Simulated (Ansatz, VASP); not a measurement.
Two plane-wave programs on C

Contents of INCAR:

```
SYSTEM = C
  PREC = Accurate
  ENCUT = 520
  EDIFF = 1E-7
  ISMEAR = -1
  SIGMA = 0.05
  LREAL = .FALSE.
  LASPH = .TRUE.
  NELM = 60
  ALGO = Normal
  ISIF = 2
  LWAVE = .FALSE.
  LCHARG = .TRUE.
  GGA = PE
  LELF = .TRUE.
  LVHAR = .TRUE.
  NBANDS = 11
```

KPOINTS

```
regular mesh
0
G
  13 13 13
  0 0 0
```

POSCAR

```
C
1.0
    0.0000000000      1.8545695236      1.8545695236
    1.8545695236      0.0000000000      1.8545695236
    1.8545695236      1.8545695236      0.0000000000
C
2
Direct
    0.5000000000      0.5000000000      0.5000000000
    0.7500000000      0.7500000000      0.7500000000
```

Input for Ansatz:

```yaml
crystal:
  lattice:
    - [0.0, 1.8545695236, 1.8545695236]
    - [1.8545695236, 0.0, 1.8545695236]
    - [1.8545695236, 1.8545695236, 0.0]
  atoms:
    - { symbol: C, position: [0.5, 0.5, 0.5] }
    - { symbol: C, position: [0.75, 0.75, 0.75] }
hamiltonian:
  xc: pbe
  pseudopotentials:
    kind: paw
    azcp:
      C: "pseudopotentials/C.paw.azcp"
basis:
  ecutwfc: 420
  fft_grid_basis: typed
kpoints:
  mp_grid: { grid: [13, 13, 13], shift: [0, 0, 0] }
magnetization:
  spin_polarized: false
scf:
  occupations: { method: fermi_dirac, width: 0.05 }
  lower_state_search: "off"
output:
  stress: true
  write_density: true
  write_potential: true
  elf: true
  volumetric_format: npy
```

Alike in both runs: task single point; functional PBE; k mesh 13 × 13 × 13; occupations fermi-dirac, width 0.05 eV; no spin polarisation.

```csv
,VASP,Ansatz
version,VASP 6.6.1,Ansatz 0.2.0
potentials or method,"VASP PAW PBE potentials, release 64 (C)","plane waves (420 eV) with PAW, scalar-relativistic"
plane-wave cutoff (eV),520,420
valence electrons in the cell,8,8
```

Ansatz gave:

* gap on the k mesh at the Fermi level (eV): 3.90

Task: Estimate VASP's values.

Result: gap on the k mesh at the Fermi level (eV): 3.89.

Caveats: an odd mesh through Γ misses points on the zone boundary, where band edges often lie.
